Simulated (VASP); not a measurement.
Calculation: PBEsol GGA, VASP's PBE PAW potentials (set 64) (plane waves; VASP 6.6.1).

A VASP calculation is set up with these files.

File POSCAR:
```
CsCl
1
    3.7262914023     0.0000000000    -0.0000000000
   -0.0000000000     3.7262914023    -0.0000000000
   -0.0000000000     0.0000000000     3.7262914023
Cs Cl
1 1
Direct
  0.0000000000   0.0000000000   0.0000000000
  0.5000000000   0.5000000000   0.5000000000
```

KPOINTS:
```
K-points
0
gamma
  7 7 7
```

### INCAR
```
! general
SYSTEM =CsCl
PREC   =Accurate
ENCUT  =500
LREAL  =.FALSE.   ! projection in real space or not
LASPH  =.TRUE.

! electronic loop
EDIFF  =1E-6   ! SCF stop (eV)
NELM   =100
ALGO   =Normal   ! blocked Davidson
LMAXMIX=4

! smearing
ISMEAR =0   ! Gaussian
SIGMA  =0.05

! functional
GGA    =PS   ! PBEsol

! ions
IBRION =2   ! conjugate gradients
NSW    =40   ! most ionic steps
ISIF   =3   ! ions, shape and volume
EDIFFG =-0.02   ! ionic stop
PSTRESS=100

! output
LWAVE  =.FALSE.
LCHARG =.FALSE.
```

POTCAR, in this order: Cs_sv Cl (PBE.64 set). Program: vasp_std.

Output of the run:

**OSZICAR**
```
       N       E                     dE             d eps       ncg     rms          rms(c)
DAV:   1     0.911891911043E+02    0.91189E+02   -0.72309E+03   480   0.116E+03
DAV:   2    -0.133831690894E+01   -0.92528E+02   -0.84727E+02   744   0.191E+02
DAV:   3    -0.673233774890E+01   -0.53940E+01   -0.53708E+01   604   0.520E+01
DAV:   4    -0.677740463175E+01   -0.45067E-01   -0.45036E-01   556   0.580E+00
DAV:   5    -0.677802466871E+01   -0.62004E-03   -0.62000E-03   604   0.664E-01    0.296E+00
DAV:   6    -0.650128774138E+01    0.27674E+00   -0.47854E-01   536   0.483E+00    0.183E+00
DAV:   7    -0.646811905779E+01    0.33169E-01   -0.17098E-01   620   0.271E+00    0.994E-01
DAV:   8    -0.646706791412E+01    0.10511E-02   -0.12837E-02   568   0.875E-01    0.107E-01
DAV:   9    -0.646681896237E+01    0.24895E-03   -0.91179E-04   608   0.229E-01    0.676E-02
DAV:  10    -0.646685749904E+01   -0.38537E-04   -0.14975E-04   592   0.979E-02    0.257E-02
DAV:  11    -0.646686243239E+01   -0.49333E-05   -0.27865E-05   576   0.399E-02    0.601E-03
DAV:  12    -0.646686126141E+01    0.11710E-05   -0.45328E-06   564   0.165E-02    0.167E-03
DAV:  13    -0.646686128687E+01   -0.25455E-07   -0.35646E-07   328   0.458E-03
   1 F= -.32374760E+01 E0= -.32374760E+01  d E =-.323748E+01
```

OUTCAR:
```
------------------------ aborting loop because EDIFF is reached ----------------------------------------
  FORCE on cell =-STRESS in cart. coord.  units (eV):
  Direction    XX          YY          ZZ          XY          YZ          ZX
  --------------------------------------------------------------------------------------
  Total        3.2275821      3.2275821      3.2275821      0.0000000      0.0000000     -0.0000000
  in kB       99.9441630     99.9441630     99.9441630      0.0000000      0.0000000     -0.0000000
  external PRESSURE =      -0.0558370 kB  Pullay stress =     100.0000000 kB
  volume of cell :       51.74
      direct lattice vectors                 reciprocal lattice vectors
     3.726291402  0.000000000  0.000000000     0.268363338  0.000000000  0.000000000
     0.000000000  3.726291402  0.000000000     0.000000000  0.268363338  0.000000000
     0.000000000  0.000000000  3.726291402     0.000000000  0.000000000  0.268363338
 POSITION                                       TOTAL-FORCE (eV/Angst)
 -----------------------------------------------------------------------------------
      0.00000      0.00000      0.00000         0.000000      0.000000      0.000000
      1.86315      1.86315      1.86315         0.000000      0.000000      0.000000
 -----------------------------------------------------------------------------------
    total drift:                                0.000000      0.000000      0.000000
  FREE ENERGIE OF THE ION-ELECTRON SYSTEM (eV)
  ---------------------------------------------------
  free  energy   TOTEN  =        -6.4668612869 eV

  energy  without entropy=       -6.4668612869  energy(sigma->0) =       -6.46686129
  enthalpy is  TOTEN    =        -3.2374760099 eV   P V=        3.2293852770

 reached required accuracy - stopping structural energy minimisation
```
(Selected blocks of OUTCAR.)

The compound is CsCl in the CsCl type structure. It was relaxed first under an external pressure of 10 GPa.
